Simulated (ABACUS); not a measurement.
## Ti: relaxation of cell and atoms with OLYP

The system is Ti.

```
Ti
1.0
    -1.64100    1.64100    1.64100
     1.64100   -1.64100    1.64100
     1.64100    1.64100   -1.64100
Ti
1
Direct
  0.00000 0.00000 0.00000
```

This isn't the form of Ti at room conditions, which is hcp.

```json
{
 "Program": "ABACUS 3.10.1",
 "Task": "relaxation of cell and atoms",
 "Functional": "OLYP",
 "Potentials or basis": "SPMS ONCV 1.0 PBE",
 "Cutoff": "1143 eV",
 "Density cutoff": "4572 eV",
 "Basis": "plane waves",
 "k mesh": "9 × 9 × 9",
 "Occupations": "fermi-dirac, width 0.05 eV",
 "Spin": "no spin polarisation",
 "Max steps of the relaxation": "60",
 "Force threshold": "0.02 eV/Å",
 "Optimiser": "cg",
 "Stress threshold": "0.5 kbar",
 "Radial cutoff of the potentials (pseudo_rcut)": "10 bohr",
 "SCF threshold on the density": "1e-08",
 "Max SCF steps": "100",
 "Eigensolver": "dav",
 "Mixing": "broyden",
 "Mixing share": "0.7",
 "Symmetry key": "1"
}
```

```
Relaxed volume                         : 17.39 Å³/atom
Relaxed cell                           : a = 2.827 Å, b = 2.827 Å, c = 2.827 Å, α = 109.47°, β = 109.47°, γ = 109.47°
Space group after relaxing (to 0.05 Å) : Im-3m (No. 229)
Energy gained by relaxing              : 1.5 meV/atom
Ionic steps                            : 3
Pressure after relaxing                : 0.0 GPa
Band gap on the k mesh                 : none (metal or under the smearing width)
```

Step by step:
```csv
step,energy change (eV),largest force (eV/Å),pressure (GPa),volume (Å³)
1,0.0000,0.0000,-1.61,17.68
2,-0.0009,0.0000,1.06,17.21
3,-0.0015,0.0000,-0.01,17.39
```

Final structure:
```
CELL_PARAMETERS angstrom
-1.63198 1.63198 1.63198
1.63198 -1.63198 1.63198
1.63198 1.63198 -1.63198
ATOMIC_POSITIONS crystal
Ti 0.00000 0.00000 0.00000
```

Levels at points of the mesh, in eV from the Fermi level:
| k point | band 3 | band 4 | band 5 | band 6 | band 7 | band 8 | band 9 |
| --- | --- | --- | --- | --- | --- | --- | --- |
| (0.00, 0.00, 0.00) | -32.59 | -32.59 | -5.87 | 0.95 | 0.95 | 0.95 | 2.67 |

Wall time 3.5 s on 4 MPI ranks on Intel(R) Xeon(R) Platinum 8488C (Sapphire Rapids) (shared host), peak memory 0.36 GiB a rank.

Caveat: the potentials were made for another functional, which shifts forces and pressure.
